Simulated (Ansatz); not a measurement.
# Stiffness of compounds in space group Fd-3m

Level of theory: Ansatz 0.2.0, DFT, PBE, all-electron LAPW, scalar-relativistic.

All compounds have space group Fd-3m with 2 atoms in the primitive cell. V0, B0 and B0′ come from third-order Birch–Murnaghan fits to pressures at five volumes, with shape and internal coordinates held; prototypes and MP cells needn't be known phases. Spin-polarised runs start from parallel moments; other orders may lie lower.

No spin–orbit coupling, which matters for the heavy atoms here.

P: P 8b (0.000 0.000 0.500); diamond type, relaxed by us; 11×11×11 mesh, smearing 0.08 eV; no spin
C: C 8b (0.000 0.000 0.500); diamond type, relaxed by us; 13×13×13 mesh, smearing 0.05 eV; no spin
Ag: Ag 8b (0.000 0.000 0.500); diamond type, relaxed by us; 11×11×11 mesh, smearing 0.05 eV; no spin
Co: Co 8b (0.000 0.000 0.500); diamond type, relaxed by us; 12×12×12 mesh, smearing 0.05 eV; polarised, ending at 3.5 μB
In: In 8b (0.000 0.000 0.500); diamond type, relaxed by us; 9×9×9 mesh, smearing 0.05 eV; no spin
Sr: Sr 8b (0.000 0.000 0.500); diamond type, relaxed by us; 11×11×11 mesh, smearing 0.08 eV; no spin

(1) Order the compounds by bulk modulus, lowest first.
A. Sr
B. In
C. Co
D. Ag
E. C
F. P

Answers

(1) A (3 GPa), B (23 GPa), D (30 GPa), F (44 GPa), C (102 GPa), E (433 GPa).
